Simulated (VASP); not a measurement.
# Pb₃Te: molecular dynamics at constant energy

Pb₃Te, P6_3/mmc (no. 194), 16 atoms in the cell. PBE, molecular dynamics; PAW potentials Pb, Te (PBE set).

Ensemble: NVE; Starting temperature (K): 1600.

## Input

INCAR:
```
SYSTEM = TePb3
ALGO = Fast
ANDERSEN_PROB = 0.0
EDIFF = 1E-6
ENCUT = 200
GGA = PE
IBRION = 0
ISIF = 2
ISMEAR = -1
ISYM = 0
KPAR = 2
LASPH = .TRUE.
LCHARG = .FALSE.
LREAL = Auto
LWAVE = .FALSE.
MDALGO = 1
NELM = 60
NELMIN = 4
NSW = 60
POTIM = 4.0
PREC = Normal
RANDOM_SEED = 563609 0 0
SIGMA = 0.069
TEBEG = 1600
```

KPOINTS:
```
k-points
0
Monkhorst-Pack
  2 2 1
```

POSCAR:
```
TePb3
1.0
    7.0673074525      0.0000000000      0.0000000000
   -3.5336537263      6.1204677902      0.0000000000
    0.0000000000      0.0000000000     11.9264740000
Pb Te
12 4
Direct
    0.1674115050      0.3348230100      0.1250000000
    0.1674115050      0.3348230100      0.6250000000
    0.1674115050      0.8325884950      0.1250000000
    0.1674115050      0.8325884950      0.6250000000
    0.6651769900      0.8325884950      0.1250000000
    0.6651769900      0.8325884950      0.6250000000
    0.8325884950      0.6651769900      0.3750000000
    0.8325884950      0.6651769900      0.8750000000
    0.8325884950      0.1674115050      0.3750000000
    0.8325884950      0.1674115050      0.8750000000
    0.3348230100      0.1674115050      0.3750000000
    0.3348230100      0.1674115050      0.8750000000
    0.3333333333      0.6666666667      0.3750000000
    0.3333333333      0.6666666667      0.8750000000
    0.6666666667      0.3333333333      0.1250000000
    0.6666666667      0.3333333333      0.6250000000
```

Commands:
```
cat potpaw_PBE.64/Pb/POTCAR potpaw_PBE.64/Te/POTCAR > POTCAR
mpirun -np 2 vasp_std > vasp.out
```

## Result

- Spread of the conserved energy (meV/atom): 0.08
- Rise of the mean potential energy above the start (meV/atom): 60.5
- Mean temperature (K): 1101
- Electronic steps per ionic step after the first: 5.2

Course of the run:

| Time (fs) | Temperature (K) | Potential energy less the first (meV/atom) | Conserved energy less the first (meV/atom) |
|---|---|---|---|
| 4 | 1601 | 0.0 | 0.00 |
| 24 | 1579 | 2.7 | 0.04 |
| 40 | 1514 | 10.6 | 0.03 |
| 60 | 1370 | 28.0 | 0.05 |
| 76 | 1215 | 46.8 | 0.05 |
| 96 | 1012 | 71.4 | 0.06 |
| 112 | 882 | 87.1 | 0.04 |
| 132 | 793 | 97.9 | 0.05 |
| 148 | 781 | 99.4 | 0.03 |
| 168 | 829 | 93.5 | 0.02 |
| 184 | 906 | 84.2 | 0.01 |
| 204 | 1006 | 72.1 | -0.01 |
| 220 | 1047 | 67.1 | -0.01 |
| 240 | 1013 | 71.3 | -0.01 |

The mean temperature lies below the starting 1600 K, since the atoms start on their sites and part of their kinetic energy turns into potential energy.

REPORT:
```
MDALGO =   1
         ANDERSEN_PROB =  0.00000000
               SCALING =       0
                 CNEXP =     9.000   14.000
           RANDOM_SEED =            563609                0                0

   original number of atomic DOF:         45
   number of independent constraints:      0
   number of active DOF:                  45

========================================
         MD step No.       1
========================================

  Atomic velocities initialized by STEP_tb

  >Energies
                    E_tot             E_pot             E_kin               EPS                ES
   e_b>   -0.52534822E+02   -0.55638492E+02    0.31036692E+01    0.00000000E+00    0.00000000E+00

  >Temperature
               T_sim     T_inst
   tmprt>   1600.000   1600.727

  >Thermostat, num. of collisions:                0

           RANDOM_SEED =            563609              192                0

[... steps left out ...]

========================================
         MD step No.      60
========================================

  >Energies
                    E_tot             E_pot             E_kin               EPS                ES
   e_b>   -0.52535059E+02   -0.54498419E+02    0.19633601E+01    0.00000000E+00    0.00000000E+00

  >Temperature
               T_sim     T_inst
   tmprt>   1600.000   1012.609

  >Thermostat, num. of collisions:                0

           RANDOM_SEED =            563609             5856                0
```

OSZICAR:
```
N       E                     dE             d eps       ncg     rms          rms(c)
DAV:   1     0.200828299713E+03    0.20083E+03   -0.13696E+04   540   0.573E+02
DAV:   2    -0.318356422820E+02   -0.23266E+03   -0.22744E+03   654   0.128E+02
DAV:   3    -0.551079763657E+02   -0.23272E+02   -0.22737E+02   688   0.430E+01
DAV:   4    -0.558373452620E+02   -0.72937E+00   -0.72289E+00   688   0.843E+00
DAV:   5    -0.558575519332E+02   -0.20207E-01   -0.20178E-01   691   0.137E+00    0.194E+01
RMM:   6    -0.556616929902E+02    0.19586E+00   -0.32772E-01   541   0.125E+00    0.120E+01
RMM:   7    -0.556507230612E+02    0.10970E-01   -0.40105E-01   563   0.141E+00    0.125E+00
RMM:   8    -0.556378038967E+02    0.12919E-01   -0.74182E-02   541   0.785E-01    0.436E-01
RMM:   9    -0.556384569877E+02   -0.65309E-03   -0.11724E-02   596   0.280E-01    0.305E-01
RMM:  10    -0.556385040252E+02   -0.47037E-04   -0.21036E-03   607   0.124E-01    0.809E-02
RMM:  11    -0.556385041109E+02   -0.85774E-07   -0.39524E-04   645   0.526E-02    0.578E-02
RMM:  12    -0.556384866334E+02    0.17477E-04   -0.64864E-05   578   0.218E-02    0.192E-02
[... left out ...]
     58 T=  1039. E= -.52535079E+02 F= -.54549549E+02 E0= -.54477776E+02  EK= 0.20145E+01 SP= 0.00E+00 SK= 0.00E+00
     59 T=  1028. E= -.52535086E+02 F= -.54528085E+02 E0= -.54456149E+02  EK= 0.19930E+01 SP= 0.00E+00 SK= 0.00E+00
[... last step whole ...]
       N       E                     dE             d eps       ncg     rms          rms(c)
DAV:   1    -0.544983830206E+02    0.29701E-01   -0.14801E-02   880   0.140E+00    0.588E-03
RMM:   2    -0.544984113828E+02   -0.28362E-04   -0.30003E-04   540   0.428E-02    0.361E-03
RMM:   3    -0.544984178937E+02   -0.65109E-05   -0.65061E-05   589   0.185E-02    0.492E-03
RMM:   4    -0.544984187445E+02   -0.85088E-06   -0.93411E-06   446   0.741E-03
     60 T=  1013. E= -.52535059E+02 F= -.54498419E+02 E0= -.54426143E+02  EK= 0.19634E+01 SP= 0.00E+00 SK= 0.00E+00
```

Limits: 240 fs of 16 atoms are too short for converged averages.

VASP 6.6.1 took 750 s on 2 cores (Intel Xeon Platinum 8259CL @ 2.50GHz (Skylake/Cascade Lake)), a shared host.
